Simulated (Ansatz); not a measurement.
Mg2Sb3 in Ansatz: convergence with k mesh

Input of the first run (k mesh 2 × 2 × 1); the others differ in this setting and in those tied to it:

Contents of input.yaml:

```yaml
crystal:
  lattice:
    - [4.6953621975, 0.0, 0.0]
    - [-2.3476810987, 4.066302943, 0.0]
    - [0.0, 0.0, 7.490325]
  atoms:
    - { symbol: Sb, position: [-0.016773, -0.009346, -0.002648] }
    - { symbol: Sb, position: [0.670494, 0.337084, 0.416949] }
    - { symbol: Sb, position: [0.338446, 0.674042, 0.581392] }
    - { symbol: Mg, position: [0.663361, 0.333314, 0.831749] }
    - { symbol: Mg, position: [0.330918, 0.672966, 0.161794] }
hamiltonian:
  xc: r2scan
  pseudopotentials: { kind: paw, level: accurate }
kpoints:
  mp_grid: { grid: [2, 2, 1] }
scf:
  occupations: { method: fermi_dirac, width: 0.05 }
output:
  forces: true
  stress: true
  eigenvalues: true
```

Potentials or basis: Ansatz PAW earlier set.

Run with:

```bash
$ ansatz run input.yaml --threads 2 --pin off --max-ram 5632MiB --backend cpu --events-out ev --progress --plain --runs-dir out
```

The cell isn't the ideal one: atoms moved at random, drawn with an rms of 0.05 Å.

The cell comes from a database or a generator and needn't be the stable form of this composition.

Hardware: 2 threads of Arm Neoverse V2, with other jobs on the host.

Problem. The values tried are 2 × 2 × 1, 3 × 3 × 2, 4 × 4 × 2, 5 × 5 × 3, 6 × 6 × 3, 8 × 8 × 4, 9 × 9 × 5, 11 × 11 × 6, loosest first. From which on does the largest force stay within 0.005 eV/Å of the tightest run that finished?

Solution. From 9 × 9 × 5 on.

| k mesh | energy less the tightest run, at zero smearing (meV/atom) | pressure (GPa) | largest force (eV/Å) | SCF cycles | CPU time (s) | peak memory (GiB) |
| --- | --- | --- | --- | --- | --- | --- |
| 2 × 2 × 1 | 203.79 | -0.08 | 1.106 | 12 | 25 | 1.1 |
| 3 × 3 × 2 | -3.65 | -1.42 | 0.718 | 10 | 36 | 1 |
| 4 × 4 × 2 | -9.53 | -1.14 | 0.549 | 11 | 54 | 1.1 |
| 5 × 5 × 3 | -1.29 | -1.07 | 0.473 | 9 | 92 | 1.2 |
| 6 × 6 × 3 | 4.85 | -0.88 | 0.416 | 10 | 140 | 1.3 |
| 8 × 8 × 4 | 4.31 | -0.91 | 0.392 | 11 | 290 | 1.8 |
| 9 × 9 × 5 | 1.16 | -0.93 | 0.370 | 11 | 450 | 2.3 |
| 11 × 11 × 6 | 0.00 | -0.96 | 0.367 | 11 | 770 | 3.5 |

Against the tightest run, the pressure stays within 0.1 GPa from 6 × 6 × 3 on. Not settled before the last step: the energy (to 1 meV/atom). Meshes of other sizes hit other points, so gaps and Fermi surfaces needn't settle smoothly. The tightest run that finished is the yardstick and may itself not be fully converged.

Caveat, for the tightest run too: the PAW data sets come from PBE, with cores solved anew for the run's functional, which leaves a small shift of forces and pressure. Spin-orbit coupling is left out, which matters for the levels of Sb.
